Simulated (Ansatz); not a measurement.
Geometry optimisation, Ansatz 0.2.0, DFT PBEsol, scalar-relativistic, plane waves, PAW.

Input:

```yaml
crystal:
  lattice:
    - [-4.7537, -2.74455, 4.324167]
    - [4.7537, -2.74455, 4.324167]
    - [0.0, 5.4891, 4.324167]
  atoms:
    - { symbol: Al, position: [0.35199997, 0.35199997, 0.35199997] }
    - { symbol: Al, position: [0.14799999, 0.14799999, 0.14799999] }
    - { symbol: Al, position: [0.64799995, 0.64799995, 0.64799995] }
    - { symbol: Al, position: [0.85199993, 0.85199993, 0.85199993] }
    - { symbol: O, position: [0.59699996, 0.40299996, 0.74999995] }
    - { symbol: O, position: [0.74999995, 0.59699995, 0.40299996] }
    - { symbol: O, position: [0.40299996, 0.74999996, 0.59699995] }
    - { symbol: O, position: [0.40299997, 0.59699997, 0.24999997] }
    - { symbol: O, position: [0.24999997, 0.40299997, 0.59699997] }
    - { symbol: O, position: [0.59699997, 0.24999997, 0.40299997] }
    - { symbol: Al, position: [0.85199995, 0.85199995, 0.35199995] }
    - { symbol: Al, position: [0.64799996, 0.64799996, 0.14799997] }
    - { symbol: Al, position: [0.14799998, 0.14799998, 0.64799997] }
    - { symbol: Al, position: [0.35199996, 0.35199996, 0.85199996] }
    - { symbol: O, position: [0.09699996, 0.90299996, 0.74999995] }
    - { symbol: O, position: [0.24999998, 0.09699998, 0.40299998] }
    - { symbol: O, position: [0.90299996, 0.24999996, 0.59699995] }
    - { symbol: O, position: [0.90299997, 0.09699997, 0.24999997] }
    - { symbol: O, position: [0.74999994, 0.90299994, 0.59699994] }
    - { symbol: O, position: [0.24999997, 0.90299997, 0.09699997] }
    - { symbol: Al, position: [0.85199995, 0.35199995, 0.85199995] }
    - { symbol: Al, position: [0.64799996, 0.14799996, 0.64799996] }
    - { symbol: Al, position: [0.14799997, 0.64799997, 0.14799998] }
    - { symbol: Al, position: [0.35199996, 0.85199996, 0.35199996] }
    - { symbol: O, position: [0.09699998, 0.40299998, 0.24999998] }
    - { symbol: O, position: [0.24999996, 0.59699996, 0.90299995] }
    - { symbol: O, position: [0.90299995, 0.74999995, 0.09699996] }
    - { symbol: O, position: [0.90299994, 0.59699994, 0.74999994] }
    - { symbol: O, position: [0.74999997, 0.40299997, 0.09699997] }
    - { symbol: O, position: [0.09699997, 0.24999997, 0.90299996] }
    - { symbol: Al, position: [0.35199995, 0.85199995, 0.85199995] }
    - { symbol: Al, position: [0.14799996, 0.64799996, 0.64799996] }
    - { symbol: Al, position: [0.64799997, 0.14799997, 0.14799998] }
    - { symbol: Al, position: [0.85199996, 0.35199996, 0.35199996] }
    - { symbol: O, position: [0.59699995, 0.90299995, 0.24999996] }
    - { symbol: O, position: [0.74999996, 0.09699996, 0.90299995] }
    - { symbol: O, position: [0.40299998, 0.24999998, 0.09699998] }
    - { symbol: O, position: [0.40299997, 0.09699997, 0.74999996] }
    - { symbol: O, position: [0.59699994, 0.74999994, 0.90299994] }
total_charge: 2
basis:
  ecutwfc: 420.0
kpoints:
  mp_grid: { grid: [2, 2, 2] }
hamiltonian:
  xc: pbesol
  pseudopotentials: { kind: paw, azcp: { folder: soft_1 } }
scf:
  occupations: { method: gaussian, width: 0.05 }
  lower_state_search: "off"
relax:
  f_tol: 0.03
  max_steps: 60
  adjacent_minimum: "off"
```

Command:

```bash
$ ansatz run input.yaml --threads 2 --pin off --max-ram 5120MiB --backend cpu --events-out ev --progress --plain --runs-dir out
```

Q: Where does it end, and by what steps?

A: It converged. Limits of this set-up: PAW files made for another functional, charged cell in a uniform background, uncorrected. After 4 steps the energy has fallen by 2.385 eV; Al32 moved furthest, 0.24 Å.

| step | energy less start (eV) | largest force component (eV/Å) | accepted |
| --- | --- | --- | --- |
| 0 | 0.0000 | 3.769 | yes |
| 1 | -1.7716 | 1.860 | yes |
| 2 | -2.2400 | 0.614 | yes |
| 3 | -2.3840 | 0.055 | yes |
| 4 | -2.3846 | 0.004 | yes |

```xyz
39
Lattice="-4.7537 -2.7445 4.3242 4.7537 -2.7445 4.3242 0.0000 5.4891 4.3242" Properties=species:S:1:pos:R:3
Al 0.011 0.023 4.577
Al 0.014 0.021 1.910
Al -0.007 0.008 8.396
Al 0.010 -0.002 11.063
O -0.933 1.363 7.569
O -0.705 -1.522 7.604
O 1.684 0.101 7.510
O 1.017 -1.310 5.423
O 0.731 1.498 5.400
O -1.634 -0.122 5.402
Al 0.204 -2.755 8.771
Al -0.009 -2.744 6.184
Al 0.002 2.762 4.066
Al -0.084 2.762 6.713
O 3.788 1.373 7.530
O -0.731 1.306 3.191
O -3.106 0.109 7.567
O -3.821 -1.362 5.411
O 0.720 -1.285 9.706
O 3.111 -2.519 5.387
Al -2.394 1.356 8.879
Al -2.383 1.349 6.255
Al 2.309 -1.457 3.971
Al 2.338 -1.474 6.839
O 1.496 0.020 3.295
O 1.543 2.607 7.614
O -0.754 -3.980 7.624
O -1.473 -0.019 9.752
O -1.645 -2.645 5.406
O 0.711 4.013 5.408
Al 2.382 1.365 8.950
Al 2.266 1.544 6.363
Al -2.320 -1.436 4.098
Al -2.362 -1.362 6.745
O 1.486 -2.849 7.520
O -3.107 2.618 7.566
O -0.709 -1.227 3.243
O -1.468 2.742 5.405
O 0.717 1.242 9.729
```

Whether the end is a true minimum wasn't checked by a vibrational analysis.

Time of the run: 33 s on 2 threads of Arm Neoverse V1, with other jobs on the host, peak memory 0.81 GiB.
